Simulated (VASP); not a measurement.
Write the native input for VASP 6.6.1 that does the following.

* Task: relaxation of cell and atoms
* Functional: r2SCAN
* Potentials or basis: VASP PAW PBE potentials, release 64 (Ti_sv, O)
* Cutoff: 520 eV
* k mesh: 9 × 9 × 9
* Occupations: gaussian, width 0.02 eV
* Spin: no spin polarisation
* Further INCAR settings: ALGO = Normal; EDIFF = 1e-07; IBRION = 2; EDIFFG = -0.002; NSW = 80; ISIF = 3

The structure of Ti2O3 lies in POSCAR:

```
Ti2O3
1.0
    2.5630000000      1.4797487400      4.6260000000
   -2.5630000000      1.4797487400      4.6260000000
    0.0000000000     -2.9594974800      4.6260000000
Ti O
4 6
Direct
    0.3467200000      0.3467200000      0.3467200000
    0.1532800000      0.1532800000      0.1532800000
    0.6532800000      0.6532800000      0.6532800000
    0.8467200000      0.8467200000      0.8467200000
    0.5607000000      0.9393000000      0.2500000000
    0.2500000000      0.5607000000      0.9393000000
    0.9393000000      0.2500000000      0.5607000000
    0.4393000000      0.0607000000      0.7500000000
    0.7500000000      0.4393000000      0.0607000000
    0.0607000000      0.7500000000      0.4393000000
```

These files were run (other wordings do the same):

INCAR

```
ALGO = Normal
EDIFF = 1E-7
EDIFFG = -0.002
ENCUT = 520
IBRION = 2
ISIF = 3
ISMEAR = 0
KPAR = 4
LASPH = True
LCHARG = False
LMIXTAU = True
LREAL = False
LWAVE = False
METAGGA = R2SCAN
NELM = 80
NSW = 80
PREC = Accurate
SIGMA = 0.02
```

KPOINTS

```
k-points
0
Gamma
  9 9 9
```

Potentials or basis: VASP PAW PBE potentials, release 64 (Ti_sv, O).

Launch:

```console
$ cat potpaw_PBE.64/Ti_sv/POTCAR potpaw_PBE.64/O/POTCAR > POTCAR
$ mpirun -np 4 vasp_std > vasp.out
```

Results of the run:

| Item | Value |
| --- | --- |
| Relaxed volume | 10.37 Å³/atom |
| Relaxed cell | a = 5.460 Å, b = 5.460 Å, c = 5.460 Å, α = 55.75°, β = 55.75°, γ = 55.75° |
| Space group after relaxing (to 0.05 Å) | R-3c (No. 167) |
| Energy gained by relaxing | 4.1 meV/atom |
| Ionic steps | 10 |
| Pressure after relaxing | 0.0 GPa |
| Band gap on the k mesh | none (metal or under the smearing width) |

Caveat: the PAW data sets were made with another functional, which shifts forces and pressure a little; semilocal functionals often make such compounds metallic where correlation or magnetic order opens a gap, which also shifts bond lengths.

Wall time 42 min on 4 MPI ranks on Intel(R) Xeon(R) Platinum 8559C (Emerald Rapids), with other jobs on the host, peak memory 0.52 GiB a rank.
